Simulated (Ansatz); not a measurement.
# BP: the cost of one run

Method: DFT PBE, scalar-relativistic, plane waves, PAW, in Ansatz 0.2.0.

3 further runs of the same task are left out: 2 that didn't finish, 1 set aside as unsound or not needed.

### Step 1. The structure to begin with

The structure is cubic, space group F-43m (No. 216). Conventional cell: a = 4.548 Å, b = 4.548 Å, c = 4.548 Å, α = 90.00°, β = 90.00°, γ = 90.00°. Around B (site symmetry -43m) lie 4 P at 1.97 Å. P (site symmetry -43m) has 4 B at 1.97 Å as nearest neighbours.

Coordinates:

```xyz
2
Lattice="0.0000 2.2742 2.2742 2.2742 0.0000 2.2742 2.2742 2.2742 0.0000" Properties=species:S:1:pos:R:3 pbc="T T T"
B     0.0000    0.0000    0.0000
P     1.1371    1.1371    1.1371
```

This cell was relaxed beforehand with the same method: volume 11.76 Å³/atom, gap on the mesh 1.25 eV.

### Step 2. Electronic structure at the relaxed geometry

input.yaml

```yaml
crystal:
  lattice:
    - [0.0, 2.2741519252, 2.2741519252]
    - [2.2741519252, 0.0, 2.2741519252]
    - [2.2741519252, 2.2741519252, 0.0]
  atoms:
    - { symbol: B, position: [0.0, 0.0, 0.0] }
    - { symbol: P, position: [0.25, 0.25, 0.25] }
basis:
  ecutwfc: 420
kpoints:
  mp_grid: { grid: [10, 10, 10] }
  band_path:
    path:
      - [[0.0, 0.0, 0.0], [-0.5, -0.5, 0.0], [-0.375, -0.375, 0.25]]
      - [[-0.375, 0.0, 0.375], [0.0, 0.0, 0.0], [0.0, 0.0, 0.5], [-0.5, -0.25, 0.25], [-0.5, -0.5, 0.0]]
    npoints: 14
hamiltonian:
  xc: pbe
scf:
  occupations: { method: gaussian, width: 0.02 }
  n_extra_bands: 6
output:
  forces: true
  stress: true
  eigenvalues: true
  populations: true
  dos: { projected: true, de: 0.02, nscf_kmesh: { grid: [15, 15, 15] } }
  bader: true
  write_density: true
  write_potential: true
  elf: true
  volumetric_format: npy
```

The run is started by

```console
> ansatz run input.yaml --threads 1 --pin off --max-ram 2560MiB --backend cpu --events-out ev --progress --plain --runs-dir out
```

What time and memory should one allow on 1 thread of Intel Xeon Platinum 8259CL at 2.50GHz (Skylake/Cascade Lake), shared host?

About 32 s, with a peak of 0.34 GiB.
